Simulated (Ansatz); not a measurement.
**From the elastic tensor of BN at 3 GPa (stress–strain coefficients) to moduli and sound speeds**

Computed with DFT PBEsol, scalar-relativistic, plane waves, PAW (Ansatz). Cutoff 420 eV, 12×12×12 k-points (Γ-centred), fixed occupations. No spin polarisation.

Symmetry: F-43m, No. 216, cubic system. Conventional cell: a = 3.596 Å, b = 3.596 Å, c = 3.596 Å, α = 90.00°, β = 90.00°, γ = 90.00°. B (site symmetry -43m) has 4 N at 1.56 Å as nearest neighbours. N (site symmetry -43m) is surrounded by 4 B at 1.56 Å.

Relaxed-ion constants (GPa, on the Cartesian axes of the calculation):
C11 = 806.5, C12 = 191.9, C13 = 191.9, C22 = 806.5, C23 = 191.9, C33 = 806.5, C44 = 464.5, C55 = 464.5, C66 = 464.5 GPa; the others vanish.

Density 3.543 g/cm³; 2 atoms in 11.63 Å³.

The values that follow are for a polycrystal of randomly turned grains, by Hill's mean where one number stands.

With S = C⁻¹: B_V = (C11+C22+C33+2(C12+C13+C23))/9, G_V = (C11+C22+C33−C12−C13−C23+3(C44+C55+C66))/15, 1/B_R = S11+S22+S33+2(S12+S13+S23), 15/G_R = 4(S11+S22+S33−S12−S13−S23)+3(S44+S55+S66); Hill is their mean. Then v_l = √((B+4G/3)/ρ), v_t = √(G/ρ), v_m = [(2/v_t³+1/v_l³)/3]^(−1/3) and Θ = (ħ/k_B)·v_m·(6π²n/V)^(1/3) for n atoms in the volume V; E = 9BG/(3B+G), ν = (3B−2G)/(2(3B+G)) and A^U = 5G_V/G_R + B_V/B_R − 6.

```
Bulk modulus, Voigt / Reuss / Hill          : 396.8 / 396.8 / 396.8 GPa
Shear modulus, Voigt / Reuss / Hill         : 401.6 / 385.6 / 393.6 GPa
Young's modulus                             : 887 GPa
Poisson ratio                               : 0.127
Pugh ratio B/G                              : 1.01
Universal anisotropy index                  : 0.21
Longitudinal and transverse sound speeds    : 16127 and 10539 m/s
Debye temperature from the mean sound speed : 1912 K
```

Cost: 1 run of about 0.38 core-minutes, on Intel Xeon 6975P-C (Granite Rapids) (shared hosts).

Cubic BN resists a change of shape about as strongly as a change of volume: the Hill shear modulus of 393.6 GPa nearly matches the bulk modulus of 396.8 GPa. This reflects its short, strongly directional sp³ bonds, in which shear must bend bond angles as well as stretch bonds. C44 lies far above C12, a departure from the Cauchy relation much too large to come from the applied pressure, and a sign of substantial non-central forces. The polar character of the B–N bond does not remove this covalent angular stiffness.

The stiffness is still not isotropic. C44 exceeds half the difference between C11 and C12, so Young's modulus is greatest along the ⟨111⟩ bond directions and smallest along the cube axes. The coincidence of the Voigt and Reuss bulk moduli follows from cubic symmetry and does not indicate elastic isotropy. Light atoms combined with stiff bonds account for the high sound speeds and Debye temperature. The constants satisfy the elastic stability conditions at this pressure, but they do not settle the thermodynamic preference over hexagonal BN.
